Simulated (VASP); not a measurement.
# ZnS (F-43m) in VASP: settings compared, part 2 of 2

VASP 6.6.1. Earlier steps stand in the parts before.

## (3) Dielectric tensor, PBEsol

INCAR reads:

```
SYSTEM = ZnS
  PREC = Accurate
  ENCUT = 600
  EDIFF = 1E-8
  ISMEAR = 0
  SIGMA = 0.03
  LREAL = .FALSE.
  LASPH = .TRUE.
  NELM = 80
  ALGO = Fast
  ISIF = 2
  LWAVE = .FALSE.
  LCHARG = .FALSE.
  GGA = PS
  LEPSILON = .TRUE.
```

KPOINTS reads:

```
Automatic mesh
0
Monkhorst
  14 14 14
  0 0 0
```

POSCAR reads:

```
ZnS                                     
1.0
    0.0000000000      2.6804710462      2.6804710462
    2.6804710462     -0.0000000000      2.6804710462
    2.6804710462      2.6804710462     -0.0000000000
  Zn              S             
     1     1
Direct
     0.2500000000000000    0.2500000000000000    0.2500000000000000
     0.0000000000000000    0.0000000000000000    0.0000000000000000
```

Potentials or basis: VASP PAW PBE potentials, release 64 (Zn, S).

Started as:

```bash
cat potpaw_PBE.64/Zn/POTCAR potpaw_PBE.64/S/POTCAR > POTCAR
mpirun -np 1 vasp_std > vasp.out
```

OUTCAR:

```text
SYSTEM = ZnS
   PREC = Accurate
   ENCUT = 600
   EDIFF = 1E-8
   ISMEAR = 0
   LREAL = .FALSE.
   LASPH = .TRUE.
   NELM = 80
   ISIF = 2
   GGA = PS
   LEPSILON = .TRUE.

 ion  position               nearest neighbor table
   1  0.250  0.250  0.250-   2 2.32   2 2.32   2 2.32   2 2.32
   2  0.000  0.000  0.000-   1 2.32   1 2.32   1 2.32   1 2.32

  LATTYP: Found a face centered cubic cell.
 ALAT       =     5.3609420924

  Lattice vectors:

 A1 = (   0.0000000000,   2.6804710462,   2.6804710462)
 A2 = (   2.6804710462,   0.0000000000,   2.6804710462)
 A3 = (   2.6804710462,   2.6804710462,   0.0000000000)

Analysis of symmetry for initial positions (statically):
=====================================================================
 Subroutine PRICEL returns:
 Original cell was already a primitive cell.

 Routine SETGRP: Setting up the symmetry group for a
 face centered cubic supercell.

 Subroutine GETGRP returns: Found 24 space group operations
 (whereof 24 operations were pure point group operations)
 out of a pool of 48 trial point group operations.

The static configuration has the point symmetry T_d .

Analysis of symmetry for dynamics (positions and initial velocities):
=====================================================================
 Subroutine PRICEL returns:
 Original cell was already a primitive cell.

 Routine SETGRP: Setting up the symmetry group for a
 face centered cubic supercell.

[... 566 lines left out ...]
  free  energy   TOTEN  =        -7.5891725121 eV

  energy  without entropy=       -7.5891725121  energy(sigma->0) =       -7.58917251

 HEAD OF MICROSCOPIC STATIC DIELECTRIC TENSOR (INDEPENDENT PARTICLE, excluding Hartree and local field effects)
 ------------------------------------------------------
           6.500580     0.000000    -0.000000
           0.000000     6.500580     0.000000
          -0.000000     0.000000     6.500580
 ------------------------------------------------------

 Free energy of the ion-electron system (eV)
  ---------------------------------------------------
  ---------------------------------------------------
  free energy    TOTEN  =        -0.57616846 eV

  energy without entropy =       -0.57616846

------------------------ aborting loop because EDIFF is reached ----------------------------------------

--------------------------------------- Ionic step        2  -------------------------------------------

------------------------ aborting loop because EDIFF is reached ----------------------------------------

--------------------------------------- Ionic step        3  -------------------------------------------

 Free energy of the ion-electron system (eV)
  ---------------------------------------------------
  ---------------------------------------------------
  free energy    TOTEN  =        -0.57616821 eV

  energy without entropy =       -0.57616821

------------------------ aborting loop because EDIFF is reached ----------------------------------------

 PIEZOELECTRIC TENSOR FIELD DIRECTION 3  (e Angst)
 -----------------------------------------------------------------------------
    -0.00015  1.61213  0.00000           (  0.00000 -0.00805  0.00000)
     1.61213 -0.00015  0.00000           ( -0.00805  0.00000  0.00000)
     0.00000  0.00000 -0.00077           (  0.00000  0.00000  0.00000)

 PIEZOELECTRIC TENSOR FIELD DIRECTION 3  (C/m^2)
 -----------------------------------------------------------------------------
    -0.00006  0.67058  0.00000
     0.67058 -0.00006  0.00000
     0.00000  0.00000 -0.00032

 MACROSCOPIC STATIC DIELECTRIC TENSOR (including local field effects in DFT)
 ------------------------------------------------------
           6.061540    -0.000000     0.000000
          -0.000000     6.061540     0.000000
           0.000000    -0.000000     6.061540
 ------------------------------------------------------

 PIEZOELECTRIC TENSOR (including local field effects)  for field in x, y, z        (e  Angst)
          XX          YY          ZZ          XY          YZ          ZX
  --------------------------------------------------------------------------------
  x    -0.00000     0.00000    -0.00000    -0.00000     1.61566    -0.00000
  y    -0.00000     0.00000    -0.00000     0.00000     0.00000     1.61566
  z     0.00000     0.00000    -0.00000     1.61566     0.00000     0.00000

 PIEZOELECTRIC TENSOR (including local field effects)  for field in x, y, z        (C/m^2)
          XX          YY          ZZ          XY          YZ          ZX
  --------------------------------------------------------------------------------
  x    -0.00000     0.00000    -0.00000    -0.00000     0.67204    -0.00000
  y    -0.00000     0.00000    -0.00000     0.00000     0.00000     0.67204
  z     0.00000     0.00000    -0.00000     0.67204     0.00000     0.00000

 BORN EFFECTIVE CHARGES (including local field effects) (in |e|, cummulative output)
 ---------------------------------------------------------------------------------
 ion    1
    1     1.96359     0.00000     0.00000
    2    -0.00000     1.96359    -0.00000
    3     0.00000    -0.00000     1.96359
 ion    2
    1    -1.96359     0.00000     0.00000
    2     0.00000    -1.96359     0.00000
    3     0.00000     0.00000    -1.96359
```

stdout:

```text
POSCAR found type information on POSCAR ZnS
 POSCAR found :  2 types and       2 ions
 scaLAPACK will be used
 -----------------------------------------------------------------------------
|                                                                             |
|                                                                             |
|     You enforced a specific xc type in the INCAR file but a different       |
[... 48 lines left out ...]
  Direction:   1
 dielectric tensor                  component  1 :     6.062     0.191    -0.000
 Linear response to external field, progress :
  Direction:   2
 dielectric tensor                  component  2 :    -0.001     6.062    -0.192
 Linear response to external field, progress :
  Direction:   3
 dielectric tensor                  component  3 :     0.315    -0.002     6.062
 Born effective charges drift removed
```

Run time: 56 min. Hardware: 1 thread of Intel Xeon Platinum 8259CL at 2.50GHz (Skylake/Cascade Lake), shared host; peak memory 1.9 GiB.

What came out:

* Electronic dielectric tensor (diagonal): 6.06
* Born charges (mean of the diagonal): Zn +1.96; S -1.96 e

Levels at points of the mesh, in eV from the valence-band top:
```tsv
k point	band 5	band 6	band 7	band 8	band 9	band 10	band 11	band 12	band 13
(0.04, 0.04, 0.04)	-5.93	-5.93	-0.12	0.00	0.00	2.21	6.29	6.33	6.33
```

Electronic dielectric tensor:
```
6.06 0.00 0.00
0.00 6.06 0.00
0.00 0.00 6.06
```

Born effective charge tensors (e):
atom 1, Zn
```
1.96 0.00 0.00
0.00 1.96 0.00
0.00 0.00 1.96
```
atom 2, S
```
-1.96  0.00  0.00
 0.00 -1.96  0.00
 0.00  0.00 -1.96
```

Caveat: the PAW data sets were made with another functional, which shifts forces and pressure a little.

## (4) Band structure, PBE

INCAR reads:

```
SYSTEM = ZnS
PREC     = Accurate       ! precision mode
ENCUT    = 520            ! plane-wave cutoff, eV
EDIFF    = 1E-7           ! SCF threshold, eV
ISMEAR   = 0              ! smearing method
SIGMA    = 0.03           ! smearing width, eV
LREAL    = .False.        ! projectors in reciprocal space
LASPH    = .True.         ! aspherical terms in the spheres
NELM     = 80             ! most SCF steps
ALGO     = Fast           ! electronic algorithm
ISIF     = 2              ! what is computed and relaxed
LWAVE    = .False.        ! write WAVECAR
LCHARG   = .False.        ! write CHGCAR
GGA      = PE             ! functional
NBANDS   = 16             ! bands
```

KPOINTS reads:

```
regular mesh
0
Gamma
  10 10 10
  0 0 0
```

POSCAR reads:

```
ZnS                                     
1.0
    0.0000000000      2.6803314388      2.6803314388
    2.6803314388      0.0000000000      2.6803314388
    2.6803314388      2.6803314388      0.0000000000
  Zn              S             
     1     1
Direct
     0.2500000000000000    0.2500000000000000    0.2500000000000000
     0.0000000000000000    0.0000000000000000    0.0000000000000000
```

KPOINTS_OPT reads:

```
explicit points
202
Reciprocal
 0.0000000000  0.0000000000  0.0000000000 1
 0.0555555556  0.0000000000  0.0555555556 1
 0.1111111111  0.0000000000  0.1111111111 1
 0.1666666667  0.0000000000  0.1666666667 1
 0.2222222222  0.0000000000  0.2222222222 1
 0.2777777778  0.0000000000  0.2777777778 1
[... 194 lines left out ...]
 0.5106428600  0.0212857300  0.5106428600 1
 0.4893571400 -0.0212857300  0.4893571400 1
```

Started as:

```bash
cat potpaw_PBE.64/Zn/POTCAR potpaw_PBE.64/S/POTCAR > POTCAR
mpirun -np 1 vasp_std > vasp.out
```

Wall time 63 s (1 thread of AMD EPYC 9R45 (Zen 5), shared host); peak memory 0.15 GiB.

The run converged. Its results:

```
Free energy             : -6.8312 eV
Pressure                : 3.7 GPa
Band gap on the k mesh  : 2.22 eV, direct
Band gap along the path : 2.22 eV, direct
```

Levels at the corners of the path, in eV from the valence-band top:
| point | band 5 | band 6 | band 7 | band 8 | band 9 | band 10 | band 11 | band 12 | band 13 | band 14 |
| --- | --- | --- | --- | --- | --- | --- | --- | --- | --- | --- |
| Γ | -5.91 | -5.91 | 0.00 | 0.00 | 0.00 | 2.22 | 6.38 | 6.38 | 6.38 | 11.79 |
| X | -5.83 | -5.69 | -4.65 | -2.31 | -2.31 | 3.35 | 4.07 | 11.15 | 12.13 | 12.13 |
| X | -5.83 | -5.69 | -4.65 | -2.31 | -2.31 | 3.35 | 4.07 | 11.15 | 12.13 | 12.13 |
| W | -5.95 | -5.49 | -4.70 | -2.87 | -2.81 | 5.70 | 6.15 | 7.93 | 8.23 | 12.64 |
| W | -5.95 | -5.49 | -4.70 | -2.87 | -2.81 | 5.70 | 6.15 | 7.93 | 8.23 | 12.64 |
| K | -5.87 | -5.54 | -4.74 | -3.23 | -1.88 | 4.11 | 6.02 | 9.47 | 9.85 | 10.80 |
| K | -5.87 | -5.54 | -4.74 | -3.23 | -1.88 | 4.11 | 6.02 | 9.47 | 9.85 | 10.80 |
| Γ | -5.91 | -5.91 | 0.00 | 0.00 | 0.00 | 2.22 | 6.38 | 6.38 | 6.38 | 11.79 |
| Γ | -5.91 | -5.91 | 0.00 | 0.00 | 0.00 | 2.22 | 6.38 | 6.38 | 6.38 | 11.79 |
| L | -5.88 | -5.70 | -5.45 | -0.90 | -0.90 | 3.36 | 6.91 | 6.91 | 8.97 | 12.28 |
| L | -5.88 | -5.70 | -5.45 | -0.90 | -0.90 | 3.36 | 6.91 | 6.91 | 8.97 | 12.28 |
| U | -5.87 | -5.54 | -4.74 | -3.23 | -1.88 | 4.11 | 6.02 | 9.47 | 9.85 | 10.80 |
| U | -5.87 | -5.54 | -4.74 | -3.23 | -1.88 | 4.11 | 6.02 | 9.47 | 9.85 | 10.80 |
| W | -5.95 | -5.49 | -4.70 | -2.87 | -2.81 | 5.70 | 6.15 | 7.93 | 8.23 | 12.64 |
| W | -5.95 | -5.49 | -4.70 | -2.87 | -2.81 | 5.70 | 6.15 | 7.93 | 8.23 | 12.64 |
| L | -5.88 | -5.70 | -5.45 | -0.90 | -0.90 | 3.36 | 6.91 | 6.91 | 8.97 | 12.28 |
| L | -5.88 | -5.70 | -5.45 | -0.90 | -0.90 | 3.36 | 6.91 | 6.91 | 8.97 | 12.28 |
| K | -5.87 | -5.54 | -4.74 | -3.23 | -1.88 | 4.11 | 6.02 | 9.47 | 9.85 | 10.80 |
| U | -5.87 | -5.54 | -4.74 | -3.23 | -1.88 | 4.11 | 6.02 | 9.47 | 9.85 | 10.80 |
| X | -5.83 | -5.69 | -4.65 | -2.31 | -2.31 | 3.35 | 4.07 | 11.15 | 12.13 | 12.13 |

## (5) Against experiment

Step 3. Against the measured high-frequency dielectric constant of ZnS, 5.14 (a printed reference work, monograph), the calculated 6.06 is off by +17.9 %.

Step 4. Against the measured gap of ZnS, 3.85 eV (direct; 19 K; quoted in “Electronic, vibrational, and thermodynamic properties of ZnS (zincblende and rocksalt structure)”, 2009, arxiv:0911.5022), the calculated 2.22 eV is off by -1.63 eV. The value is that of PBE, without temperature or zero-point motion. Semilocal functionals fall short of measured gaps as a rule.
